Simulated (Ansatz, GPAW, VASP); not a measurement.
**TiSi2: programs and potentials compared**

```
Ti Si
1.0
     0.00000    4.11752    4.26290
     2.38951    0.00000    4.26290
     2.38951    4.11752    0.00000
Ti Si
2 4
Cartesian
  3.5843 6.1763 6.3943
  2.3895 4.1175 4.2629
  1.1948 3.3975 2.1314
  1.1948 0.7200 2.1314
  2.3895 1.3387 4.2629
  2.3895 6.8963 4.2629
```

The cell is a database's computed one, not the measured one.

Alike in all runs: task band structure; functional LDA; k mesh 7 × 7 × 7; occupations fermi-dirac, width 0.05 eV; no spin polarisation; no spin-orbit coupling. LDA stands for any of its common fits. Pressure is positive in compression and, in plane waves, holds the error of the finite cutoff.

| program and potentials | plane-wave cutoff (eV) | notes | band gap (eV) | pressure (GPa) | largest force (eV/Å) |
| --- | --- | --- | --- | --- | --- |
| VASP, LDA PAW files Si, Ti_sv, 520 eV | 520 | - | no gap | -4.92 | 0.063 |
| Ansatz, all-electron LAPW, scalar-relativistic | - | - | no gap | -5.10 | 0.064 |
| GPAW, the program's PAW data sets (release 1.2.1) made for this functional | 600 | - | no gap | -4.69 | 0.063 |

Force on atom 3 (Si), eV/Å:

| program and potentials | x | y | z |
| --- | --- | --- | --- |
| VASP, LDA PAW files Si, Ti_sv, 520 eV | 0.000 | 0.063 | 0.000 |
| Ansatz, all-electron LAPW, scalar-relativistic | 0.000 | 0.064 | 0.000 |
| GPAW, the program's PAW data sets (release 1.2.1) made for this functional | 0.000 | 0.063 | 0.000 |

None finds a gap. The pressure spans -5.10 (Ansatz, all-electron LAPW, scalar-relativistic) to -4.69 GPa (GPAW, the program's PAW data sets (release 1.2.1) made for this functional), with all-electron results at -5.10.

The functional is the same throughout but for its coding, so the spread measures potentials, basis and numerics; runs on potential files found faulty are left out.
